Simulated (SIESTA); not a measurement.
Input of a SIESTA 5.4.2 run:

The input Bi.fdf:

```
SystemName                      Bi
SystemLabel                     Bi
NumberOfSpecies                 1
NumberOfAtoms                   4
%block ChemicalSpeciesLabel
  1  83 Bi
%endblock ChemicalSpeciesLabel

LatticeConstant                 1.0 Ang
%block LatticeVectors
     4.6584121839     0.0000000000     0.0000000000
     0.0000000000     4.5263885800     0.0000000000
    -0.3459734563     0.0000000000     6.5119480672
%endblock LatticeVectors
AtomicCoordinatesFormat         Fractional
%block AtomicCoordinatesAndAtomicSpecies
     0.2513749200     0.2500000000     0.7487333800  1  Bi
     0.7486250800     0.7500000000     0.2512666200  1  Bi
     0.2498876900     0.2500000000     0.2488803300  1  Bi
     0.7501123100     0.7500000000     0.7511196700  1  Bi
%endblock AtomicCoordinatesAndAtomicSpecies

%block kgrid.MonkhorstPack
    6   0   0  0.0
    0   6   0  0.0
    0   0   4  0.0
%endblock kgrid.MonkhorstPack
XC.Functional                   GGA
XC.Authors                      PBE
PAO.BasisSize                   DZP
PAO.EnergyShift                 0.003 Ry
Mesh.Cutoff                     500 Ry
OccupationFunction              FD
ElectronicTemperature           0.05 eV
MaxSCFIterations                120
SCF.MustConverge                false
SCF.Mixer.Method                Pulay
SCF.Mixer.Weight                0.25
SCF.Mixer.History               8
SCF.DM.Tolerance                5.0e-05
SCF.H.Tolerance                 1.0e-03 eV
WriteForces                     true
Charge.Mulliken                 end
Charge.Hirshfeld                end
Charge.Voronoi                  end
SaveRho                         true
SaveElectrostaticPotential      true
%block PAO.Basis
  Bi 4
  n=6 0 2
    5.784 0.000
  n=6 1 2
    8.130 0.000
  n=5 2 2
    3.882 0.000
  n=6 2 1
    8.130
%endblock PAO.Basis
```

Potentials or basis: PseudoDojo 0.4 standard (PBE files), DZP (energy shift 0.003 Ry; two zetas on semicore shells).

The run is started by

```bash
$ siesta < Bi.fdf > Bi.out 2>&1
```

Task: Predict the pressure.

Result: 1.4 GPa.

Task: What does it give for the band gap on the k mesh?

Result: None (metal or under the smearing width).

Forces in eV/Å, atoms in the order of the input:
```
Bi  -0.006  0.000 -0.001
Bi   0.006  0.000  0.001
Bi  -0.007  0.000  0.000
Bi   0.007  0.000  0.000
```

Caveat: spin-orbit coupling is left out, which moves the levels of the heavy elements; the basis of atomic orbitals isn't converged, which shifts pressures, moduli and gaps.
